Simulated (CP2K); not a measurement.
HfO2:

```xyz
12
Lattice="5.1180 0.0000 0.0000 0.0000 5.1857 0.0000 -0.8587 0.0000 5.2139" Properties=species:S:1:pos:R:3 pbc="T T T"
Hf    0.8021    2.3870    3.6914
Hf    3.0279    4.9798    4.1294
Hf    3.4573    2.7987    1.5224
Hf    1.2314    0.2059    1.0845
O    -0.3473    0.8733    4.4146
O     4.1773    3.4661    3.4062
O     4.6066    4.3124    0.7993
O     0.0821    1.7196    1.8076
O     1.4549    3.8473    5.1101
O     2.3751    1.2544    2.7107
O     2.8045    1.3384    0.1038
O     1.8842    3.9313    2.5032
```

Base run:

| Item | Value |
| --- | --- |
| Program | CP2K 2026.2 |
| Functional | rev-vdW-DF2 |
| Potentials or basis | POTENTIAL_UZH Hf GTH-PBE-q12, O GTH-PBE-q6; DZVP-MOLOPT-PBE-GTH basis |
| Density cutoff | 11565 eV |
| k mesh | 4 × 4 × 4 |
| Occupations | fermi-dirac, width 0.05 eV |
| Spin | no spin polarisation |

Its results: band gap on the k mesh 4.10 eV, indirect (least direct gap 4.19 eV); pressure -2.1 GPa; largest force 0.409 eV/Å.

The run is repeated on the same cell with these changes: functional from rev-vdW-DF2 to revPBE. What comes out?

Band gap on the k mesh 4.18 eV, indirect (least direct gap 4.27 eV); pressure 2.7 GPa; largest force 0.396 eV/Å.

Caveats: the potentials were made for another functional, which shifts forces and pressure; spin-orbit coupling is left out, which moves the levels of the heavy elements; the basis of atomic orbitals isn't converged, which shifts pressures, moduli and gaps.

A k mesh can miss the band edges.
